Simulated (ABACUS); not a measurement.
Runs of ABACUS 3.10.1 on InP. Symmetry: F-43m, No. 216, cubic system. The conventional cell has a = 5.861 Å, b = 5.861 Å, c = 5.861 Å, α = 90.00°, β = 90.00°, γ = 90.00°. In (site symmetry -43m) has 4 P at 2.54 Å as nearest neighbours. P (site symmetry -43m) has 4 In at 2.54 Å as nearest neighbours. 

```csv
task,level,potentials or basis,cell,k mesh,cutoff (eV),threshold of the eigensolver,path,points for each segment of the path,symmetry key,optimiser,mesh quality,gap on the mesh (eV),pressure (GPa)
single point,TM,"SG15 ONCV 1.2 PBE, plane waves",as given,5 × 5 × 5,1116,-,-,-,1,-,not flagged,0.82,(a)
single point,rPW86PBE,"GBRV ultrasoft 1.5 PBE, plane waves",as given,6 × 6 × 6,544,-,-,-,1,-,not flagged,0.65,5.3
relaxation of cell and atoms,WC,"SSSP 1.3 efficiency PBE, plane waves",relaxed,6 × 6 × 6,748,-,-,-,1,ASE BFGS,not flagged,0.51,0.0
single point,RPBE,"PseudoDojo NC SR 0.5 PBE standard, plane waves",as given,6 × 6 × 6,966,-,-,-,1,-,not flagged,(b),5.0
```

Alike in all rows: no spin polarisation; smearing fermi-dirac 0.05 eV.

Question: Estimate the missing entries.

Answer: (a) 0.8; (b) 0.84.

Caveats: the potentials were made for another functional, which shifts forces and pressure; spin-orbit coupling is left out, which moves the levels of the heavy elements.

A k mesh can miss the band edges, and the runs leave out spin-orbit coupling on In.
